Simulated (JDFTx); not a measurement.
Crystal: Y.

```
Y
1.0
     3.64740    0.00000    0.00000
    -1.82370    3.15874    0.00000
     0.00000    0.00000    5.73060
Y
2
Direct
  0.66667 0.33333 0.75000
  0.33333 0.66667 0.25000
```

| Quantity | Value |
| --- | --- |
| Program | JDFTx 1.7.0 (patched build) |
| Task | relaxation of cell and atoms |
| Functional | PBE |
| Potentials or basis | PseudoDojo-SR-PBE-0.5-stringent with smoothed tails |
| Cutoff | 980 eV |
| Density cutoff | 7837 eV |
| k mesh | 5 × 5 × 3 |
| Occupations | fermi-dirac, width 0.05 eV |
| Spin | no spin polarisation |

At the start: pressure -0.1 GPa; volume 33.01 Å³/atom.

Where does the relaxation end?

Over 5 steps the energy falls by 2.8 meV/atom and the volume is 32.97 Å³/atom (-0.1 %); space group P6_3/mmc (No. 194, to 0.05 Å).

The path:
```csv
step,energy change (eV),largest force (eV/Å),pressure (GPa),volume (Å³)
1,0.0000,0.0000,-0.07,66.02
2,-0.0013,0.0000,-0.05,66.00
3,-0.0056,0.0000,0.07,65.84
4,-0.0056,0.0000,-0.05,66.03
5,-0.0057,0.0000,0.00,65.95
```

Final structure:
```
CELL_PARAMETERS angstrom
3.67563 0.00000 0.00000
-1.83781 3.18319 0.00000
0.00000 0.00000 5.63664
ATOMIC_POSITIONS crystal
Y 0.66667 0.33333 0.75000
Y 0.33333 0.66667 0.25000
```

Caveat: the k mesh is coarse (spacing up to 0.40 Å⁻¹), so the values aren't converged.
